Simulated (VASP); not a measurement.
# PbSe (Clausthalite) (Fm-3m) in VASP: settings compared, part 2 of 2

VASP 6.6.1. The steps go on from the part before.

### Step 3. Single point, r2SCAN+rVV10

This run uses another cell than the first one, of 26.95 Å³/atom, 0.887 times its volume.

Contents of POSCAR:

```
PbSe
1.0
    0.0000000000      2.9981702236      2.9981702236
    2.9981702236      0.0000000000      2.9981702236
    2.9981702236      2.9981702236      0.0000000000
Pb Se
1 1
Direct
    0.0000000000      0.0000000000      0.0000000000
    0.5000000000      0.5000000000      0.5000000000
```

Contents of INCAR.step1:

```
  ALGO = Normal
  EDIFF = 1E-4
  ENCUT = 520
  GGA = PE
  ISMEAR = -1
  LASPH = True
  LCHARG = False
  LREAL = False
  LWAVE = True
  NBANDS = 17
  NELM = 60
  PREC = Accurate
  SIGMA = 0.05
```

Contents of INCAR.step2:

```
  ALGO = Normal
  BPARAM = 11.95
  CPARAM = 0.0093
  EDIFF = 1E-6
  ENCUT = 520
  ISIF = 2
  ISMEAR = -1
  ISTART = 1
  IVDW_NL = 2
  LASPH = True
  LCHARG = False
  LMIXTAU = True
  LREAL = False
  LUSE_VDW = True
  LWAVE = False
  METAGGA = R2SCAN
  NBANDS = 17
  NELM = 60
  PREC = Accurate
  SIGMA = 0.05
```

Contents of KPOINTS:

```
k-points
0
Gamma
  8 8 8
```

Potentials or basis: VASP PAW PBE potentials, release 64 (Pb_d, Se).

Command:

```console
cat potpaw_PBE.64/Pb_d/POTCAR potpaw_PBE.64/Se/POTCAR > POTCAR
cp INCAR.step1 INCAR
mpirun -np 1 vasp_std > vasp.out
cp INCAR.step2 INCAR
mpirun -np 1 vasp_std > vasp.out
```

OUTCAR:

```text
BPARAM = 11.95
   EDIFF = 1E-6
   ENCUT = 520
   ISIF = 2
   ISMEAR = -1
   ISTART = 1
   IVDW_NL = 2
   LASPH = True
   LREAL = False
   METAGGA = R2SCAN
   NELM = 60
   PREC = Accurate

 ion  position               nearest neighbor table
   1  0.000  0.000  0.000-   2 3.00   2 3.00   2 3.00   2 3.00   2 3.00   2 3.00
   2  0.500  0.500  0.500-   1 3.00   1 3.00   1 3.00   1 3.00   1 3.00   1 3.00

  LATTYP: Found a face centered cubic cell.
 ALAT       =     5.9963404472

  Lattice vectors:

 A1 = (   0.0000000000,   2.9981702236,   2.9981702236)
 A2 = (   2.9981702236,   0.0000000000,   2.9981702236)
 A3 = (   2.9981702236,   2.9981702236,   0.0000000000)

Analysis of symmetry for initial positions (statically):
=====================================================================
 Subroutine PRICEL returns:
 Original cell was already a primitive cell.

 Routine SETGRP: Setting up the symmetry group for a
 face centered cubic supercell.

 Subroutine GETGRP returns: Found 48 space group operations
 (whereof 48 operations were pure point group operations)
 out of a pool of 48 trial point group operations.

[... 162 lines left out ...]

 E-fermi :   5.9429     XC(G=0): -10.4290

 val. band max:        5.7918253579   @ k =   0.5000   0.0000   0.0000
 cond. band min:       6.0940384339   @ k =   0.5000   0.0000   0.0000
 fundamental gap:      0.3022130760
 Fermi energy:         5.9429341449

 k-point     1 :       0.0000    0.0000    0.0000
  band No.  band energies     occupation
      1     -11.8467      2.00000
      2     -11.8467      2.00000
      3     -11.8447      2.00000
      4     -11.8447      2.00000
      5     -11.8447      2.00000
      6      -9.0232      2.00000
[... 457 lines left out ...]
      4     -11.8189      2.00000
      5     -11.7991      2.00000
      6      -7.5003      2.00000
[... 9 lines left out ...]
     16      17.0975      0.00000
     17      17.3625      0.00000

 [... further k-points ...]

------------------------ aborting loop because EDIFF is reached ----------------------------------------

  FORCE on cell =-STRESS in cart. coord.  units (eV):
  Direction    XX          YY          ZZ          XY          YZ          ZX
  --------------------------------------------------------------------------------------
  -------------------------------------------------------------------------------------
  Total        1.6037189      1.6037189      1.6037189     -0.0000000      0.0000000     -0.0000000
  in kB       47.6694329     47.6694329     47.6694329     -0.0000000      0.0000000     -0.0000000
  external PRESSURE =      47.6694329 kB  Pullay stress =       0.0000000 kB

 VOLUME and BASIS-vectors are now :
 -----------------------------------------------------------------------------
  energy-cutoff  :      520.00
  volume of cell :       53.90
      direct lattice vectors                 reciprocal lattice vectors
     0.000000000  2.998170224  2.998170224    -0.166768383  0.166768383  0.166768383
     2.998170224  0.000000000  2.998170224     0.166768383 -0.166768383  0.166768383
     2.998170224  2.998170224  0.000000000     0.166768383  0.166768383 -0.166768383

 POSITION                                       TOTAL-FORCE (eV/Angst)
 -----------------------------------------------------------------------------------
      0.00000      0.00000      0.00000        -0.000000      0.000000      0.000000
      2.99817      2.99817      2.99817         0.000000     -0.000000     -0.000000
 -----------------------------------------------------------------------------------
    total drift:                                0.000000     -0.000000     -0.000000

  FREE ENERGIE OF THE ION-ELECTRON SYSTEM (eV)
  ---------------------------------------------------
  free  energy   TOTEN  =       -71.3550447717 eV

  energy  without entropy=      -71.3547511433  energy(sigma->0) =      -71.35489796
```

OUTCAR.step1:

```text
EDIFF = 1E-4
   ENCUT = 520
   GGA = PE
   ISMEAR = -1
   LASPH = True
[... 700 lines left out ...]
      0.00000      0.00000      0.00000         0.000000      0.000000     -0.000000
      2.99817      2.99817      2.99817        -0.000000     -0.000000      0.000000
 -----------------------------------------------------------------------------------
    total drift:                                0.000000     -0.000000     -0.000000

  FREE ENERGIE OF THE ION-ELECTRON SYSTEM (eV)
  ---------------------------------------------------
  free  energy   TOTEN  =        -8.0850989497 eV

  energy  without entropy=       -8.0840912465  energy(sigma->0) =       -8.08459510
```

OSZICAR.step1:

```text
N       E                     dE             d eps       ncg     rms          rms(c)
DAV:   1     0.155835567654E+03    0.15584E+03   -0.95938E+03   986   0.122E+03
DAV:   2     0.351652551289E+01   -0.15232E+03   -0.14739E+03   997   0.312E+02
DAV:   3    -0.805407845012E+01   -0.11571E+02   -0.11483E+02  1326   0.898E+01
DAV:   4    -0.832748372524E+01   -0.27341E+00   -0.27319E+00  1172   0.148E+01
DAV:   5    -0.833580563522E+01   -0.83219E-02   -0.83214E-02  1412   0.265E+00    0.293E+00
DAV:   6    -0.808832388194E+01    0.24748E+00   -0.57938E-01  1534   0.561E+00    0.174E+00
DAV:   7    -0.808245118423E+01    0.58727E-02   -0.10929E-01  1213   0.168E+00    0.893E-01
DAV:   8    -0.808527393366E+01   -0.28227E-02   -0.10746E-02  1184   0.117E+00    0.110E-01
DAV:   9    -0.808507111217E+01    0.20282E-03   -0.19484E-03  1489   0.472E-01    0.468E-02
DAV:  10    -0.808509894969E+01   -0.27838E-04   -0.18273E-04  1077   0.816E-02
   1 F= -.80850989E+01 E0= -.80845951E+01  d E =-.100770E-02
```

Wall time 1.7 min (1 thread of Intel Xeon Platinum 8259CL at 2.50GHz (Skylake/Cascade Lake), shared host); peak memory 0.32 GiB.

Results:

```
Free energy            : -71.3550 eV
Pressure               : 4.8 GPa
Band gap on the k mesh : 0.30 eV, direct
```

Caveat: the PAW data sets were made with another functional, which shifts forces and pressure a little; spin-orbit coupling is left out, which moves the levels of the heavy elements. A k mesh can miss the band edges.

### Step 4. Single point, r2SCAN+rVV10

This run uses another cell than the first one, of 27.52 Å³/atom, 0.906 times its volume.

Contents of POSCAR:

```
PbSe
1.0
    0.0000000000      3.0192847941      3.0192847941
    3.0192847941      0.0000000000      3.0192847941
    3.0192847941      3.0192847941      0.0000000000
Pb Se
1 1
Direct
    0.0000000000      0.0000000000      0.0000000000
    0.5000000000      0.5000000000      0.5000000000
```

Contents of INCAR.step1:

```
SYSTEM = PbSe
PREC = Accurate ; ENCUT = 520
ISMEAR = -1 ; SIGMA = 0.05
LREAL = .False. ; LASPH = .True.
NELM = 100 ; NBANDS = 17
GGA = PE ; ALGO = Normal
EDIFF = 1E-4 ; LWAVE = .True.
LCHARG = .False.
```

Contents of INCAR.step2:

```
SYSTEM = PbSe
PREC = Accurate ; ENCUT = 520
EDIFF = 1E-6 ; ISMEAR = -1
SIGMA = 0.05 ; LREAL = .False.
LASPH = .True. ; NELM = 100
ALGO = Normal ; ISIF = 2
LWAVE = .False. ; LCHARG = .False.
METAGGA = R2SCAN ; LMIXTAU = .True.
LUSE_VDW = .True. ; IVDW_NL = 2
BPARAM = 11.95 ; CPARAM = 0.0093
NBANDS = 17 ; ISTART = 1
```

Contents of KPOINTS:

```
regular mesh
0
Gamma
  8 8 8
  0 0 0
```

Command:

```console
cat potpaw_PBE.64/Pb_d/POTCAR potpaw_PBE.64/Se/POTCAR > POTCAR
cp INCAR.step1 INCAR
mpirun -np 1 vasp_std > vasp.out
cp INCAR.step2 INCAR
mpirun -np 1 vasp_std > vasp.out
```

Run time: 1.7 min. Hardware: 1 thread of Intel Xeon Platinum 8259CL at 2.50GHz (Skylake/Cascade Lake), shared host; peak memory 0.33 GiB.

It converged, with:

```yaml
Free_energy: -71.3839 eV
Pressure: 3.3 GPa
Band_gap_on_the_k_mesh: 0.39 eV, direct
```

Levels at points of the mesh, in eV from the valence-band top:
```
           k point  band 8  band 9  band 10  band 11  band 12  band 13
(0.00, 0.00, 0.00)   -2.29   -2.29    -2.29     5.07     5.07     5.07
(0.50, 0.00, 0.00)   -1.83   -1.83     0.00     0.39     1.75     1.75
(0.50, 0.50, 0.00)   -5.60   -3.73    -3.73     3.72     6.10     6.10
```

Caveat: the PAW data sets were made with another functional, which shifts forces and pressure a little; spin-orbit coupling is left out, which moves the levels of the heavy elements.

### Step 5. Single point, r2SCAN+rVV10

This run uses another cell than the first one, of 28.10 Å³/atom, 0.925 times its volume.

Contents of POSCAR:

```
PbSe
1.0
    0.0000000000      3.0401081059      3.0401081059
    3.0401081059      0.0000000000      3.0401081059
    3.0401081059      3.0401081059      0.0000000000
Pb Se
1 1
Direct
    0.0000000000      0.0000000000      0.0000000000
    0.5000000000      0.5000000000      0.5000000000
```

Contents of INCAR.step1:

```
PREC = Accurate
ENCUT = 520
ISMEAR = -1
SIGMA = 0.05
LREAL = False
LASPH = True
NELM = 80
NBANDS = 17
GGA = PE
ALGO = Normal
EDIFF = 1E-4
LWAVE = True
LCHARG = False
```

Contents of INCAR.step2:

```
PREC = Accurate
ENCUT = 520
EDIFF = 1E-6
ISMEAR = -1
SIGMA = 0.05
LREAL = False
LASPH = True
NELM = 80
ALGO = Normal
ISIF = 2
LWAVE = False
LCHARG = False
METAGGA = R2SCAN
LMIXTAU = True
LUSE_VDW = True
IVDW_NL = 2
BPARAM = 11.95
CPARAM = 0.0093
NBANDS = 17
ISTART = 1
```

Contents of KPOINTS:

```
regular mesh
0
Gamma
  8 8 8
```

Command:

```console
cat potpaw_PBE.64/Pb_d/POTCAR potpaw_PBE.64/Se/POTCAR > POTCAR
cp INCAR.step1 INCAR
mpirun -np 1 vasp_std > vasp.out
cp INCAR.step2 INCAR
mpirun -np 1 vasp_std > vasp.out
```

Wall time 1.9 min (1 thread of Intel Xeon Platinum 8259CL at 2.50GHz (Skylake/Cascade Lake), shared host); peak memory 0.33 GiB.

It converged, with:

* Free energy: -71.4026 eV
* Pressure: 1.9 GPa
* Band gap on the k mesh: 0.46 eV, direct

Levels at points of the mesh, in eV from the valence-band top:
```
           k point  band 7  band 8  band 9  band 10  band 11  band 12  band 13  band 14
(0.00, 0.00, 0.00)   -6.34   -2.16   -2.16    -2.16     5.05     5.05     5.05     6.84
(0.50, 0.00, 0.00)   -9.22   -1.72   -1.72     0.00     0.46     1.82     1.82     9.01
(0.50, 0.50, 0.00)   -7.61   -5.38   -3.57    -3.57     3.84     6.04     6.04     6.53
```

Caveat: the PAW data sets were made with another functional, which shifts forces and pressure a little; spin-orbit coupling is left out, which moves the levels of the heavy elements.

### Step 6. Overview

```tsv
level	potentials or basis	cell	gap on the mesh (eV)	pressure (GPa)
LDA	VASP PAW LDA potentials, release 64 (Pb_d, Se)	a = 4.413 Å, angles 60.0°, 2 atoms	0.34	-4.5
r2SCAN+rVV10	VASP PAW PBE potentials, release 64 (Pb_d, Se)	a = 4.240 Å, angles 60.0°, 2 atoms	0.30	4.8
r2SCAN+rVV10	VASP PAW PBE potentials, release 64 (Pb_d, Se)	a = 4.270 Å, angles 60.0°, 2 atoms	0.39	3.3
r2SCAN+rVV10	VASP PAW PBE potentials, release 64 (Pb_d, Se)	a = 4.299 Å, angles 60.0°, 2 atoms	0.46	1.9
```

Alike in all rows: task single point; no spin polarisation; k mesh 8 × 8 × 8; cutoff (eV) 520; smearing fermi-dirac 0.05 eV.

Caveats: spin-orbit coupling is left out, which moves the levels of the heavy elements; the PAW data sets were made with another functional, which shifts forces and pressure a little (some runs).

Total energies depend on the potentials used, so only differences within one code and one set of settings carry meaning.

### Step 7. How close it comes

Step 5. Against the measured gap of PbSe, 0.28 eV (direct; 300 K; a printed reference work, monograph), the calculated 0.46 eV is off by +0.18 eV. 2 values of this kind are on record (0.15 to 0.28 eV); this one was drawn at random. Spin-orbit coupling on Pb, Se is left out. The value is that of r2SCAN+rVV10 on a finite k mesh, which can miss the band edges, without temperature or zero-point motion.
